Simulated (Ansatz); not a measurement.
`C=CC(C)=O` + HCl → `C=CC(=O)Cl` + CH₄  (substitution at a C–C bond)

Isolated molecules relaxed with PBE0-D4/def2-TZVP in Ansatz; ΔE leaves out vibrations. CBS: MP2 limit from def2 TZ/QZ plus the TZ coupled-cluster correction, frozen cores. This one scheme is used for every species. Functionals use def2-TZVPP. Each species was taken in one conformer, which may not be the lowest.

```json
{"level": "CAM-B3LYP-D4", "ΔE (kJ/mol)": "-7.8"}
{"level": "ωB97M-V", "ΔE (kJ/mol)": "-8.1"}
```

Problem. What does CCSD(T)/CBS give? (Best estimate.)

Solution. Ansatz gave: -3.2 kJ/mol. The listed levels differ from it by -4.6, -4.9 kJ/mol.

Largest T1 diagnostic among the species: 0.015.

From r2SCAN to r2SCAN0 (25 % exact exchange), in def2-TZVPP and without D4, ΔE moves by +9.7 kJ/mol. Leaving LDA and LC-ωPBE aside and taking each functional with its dispersion term where it has one, the values, not all of them listed here, spread over 20.8 kJ/mol, from BLYP-D4 to BHLYP-D4. LDA lies +7.5 kJ/mol from PBE without D4.

CCSD(T)/CBS has its own doubt, a few kJ/mol and more with outer-core shells, so smaller differences from it don't rank the levels.
